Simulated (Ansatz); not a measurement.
The system is Y.

```
CELL_PARAMETERS angstrom
3.64740 0.00000 0.00000
-1.82370 3.15874 0.00000
0.00000 0.00000 5.73060
ATOMIC_POSITIONS crystal
Y 0.66667 0.33333 0.75000
Y 0.33333 0.66667 0.25000
```

| Property | Result |
| --- | --- |
| Program | Ansatz 0.2.0 |
| Task | relaxation of cell and atoms |
| Functional | LDA |
| Potentials or basis | Ansatz PAW |
| Cutoff | 420 eV (not typed: the program's choice for these potentials) |
| k mesh | 8 × 8 × 5 |
| Occupations | fermi-dirac, width 0.05 eV |
| Spin | no spin polarisation |

At the start: volume 33.01 Å³/atom.

**Question.** How do energy, volume and symmetry change on relaxing?

**Answer.** It ends after 5 steps and the volume is 29.89 Å³/atom (-9.5 %); space group P6_3/mmc (No. 194, to 0.05 Å).

The path:
| step | energy change (eV) | largest force (eV/Å) | volume (Å³) |
| --- | --- | --- | --- |
| 1 | 0.0000 | 0.0000 | 66.02 |
| 2 | -0.0782 | 0.0000 | 59.87 |
| 3 | -0.0784 | 0.0000 | 59.80 |
| 4 | -0.0784 | 0.0000 | 59.78 |
| 5 | -0.0783 | 0.0000 | 59.78 |

Final structure:
```yaml
crystal:
  lattice:
    - [3.53018, 0.00000, 0.00000]
    - [-1.76509, 3.05723, 0.00000]
    - [0.00000, 0.00000, 5.53859]
  atoms:
    - { symbol: Y, position: [0.66667, 0.33333, 0.75000] }
    - { symbol: Y, position: [0.33333, 0.66667, 0.25000] }
```

Caveat: the plane-wave basis is chosen anew once the cell has moved, so the energies of steps on either side of that aren't comparable; the PAW data sets come from PBE, with cores solved anew for the run's functional, which leaves a small shift of forces and pressure.
